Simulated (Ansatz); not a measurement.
# ZrO2: the cost of one run

Program: Ansatz 0.2.0. Level of theory: DFT r2SCAN, scalar-relativistic, plane waves, PAW. These are calculated values, not measurements.

The COD entry's cell or inner coordinates are ideal or old and differ from later refinements, so a difference from it is no clean test against experiment.

1 further run of the same task is left out (set aside as unsound or not needed).

## 1. The system as given

It takes space group Fm-3m (No. 225, cubic). Conventional cell: a = 5.089 Å, b = 5.089 Å, c = 5.089 Å, α = 90.00°, β = 90.00°, γ = 90.00°. Zr (site symmetry m-3m) is surrounded by 8 O at 2.20 Å. Around O (site symmetry -43m) lie 4 Zr at 2.20 Å.

Coordinates:

```xyz
3
Lattice="0.0000 2.5447 2.5447 2.5447 0.0000 2.5447 2.5447 2.5447 0.0000" Properties=species:S:1:pos:R:3 pbc="T T T"
Zr    0.0000    0.0000    0.0000
O     1.2724    1.2724    1.2724
O     3.8171    3.8171    3.8171
```

This cell was relaxed beforehand with the same method: volume 10.99 Å³/atom, gap on the mesh 3.89 eV.

## 2. The reference cell

The reference gives a free energy of -5338.0594 eV, pressure -0.02 GPa, largest force 0.000 eV/Å and gap on the mesh 3.89 eV. It was computed beforehand with the settings of the runs below.

## 3. Zone-centre phonons by finite displacements

The input, input.yaml:

```yaml
crystal:
  lattice:
    - [0.0, 2.5447179899, 2.5447179899]
    - [2.5447179899, 0.0, 2.5447179899]
    - [2.5447179899, 2.5447179899, 0.0]
  atoms:
    - { symbol: Zr, position: [0.0, 0.0, 0.0] }
    - { symbol: O, position: [0.25, 0.25, 0.25] }
    - { symbol: O, position: [0.75, 0.75, 0.75] }
basis:
  ecutwfc: 500
kpoints:
  mp_grid: { grid: [8, 8, 8] }
hamiltonian:
  xc: r2scan
scf:
  occupations: { method: gaussian, width: 0.05 }
output:
  eigenvalues: true
phonons:
  method: fd
  supercell: [1, 1, 1]
  amplitude: 0.02
  eigenvectors: true
  dielectric: false
```

Started as:

```console
ansatz run input.yaml --threads 2 --pin off --max-ram 5120MiB --backend cpu --events-out ev --progress --plain --runs-dir out
```

What time and memory should one allow on 2 threads of Oxide Virtual Turin-like (Zen 5), shared host?

About 9.9 s, with a peak of 0.72 GiB.
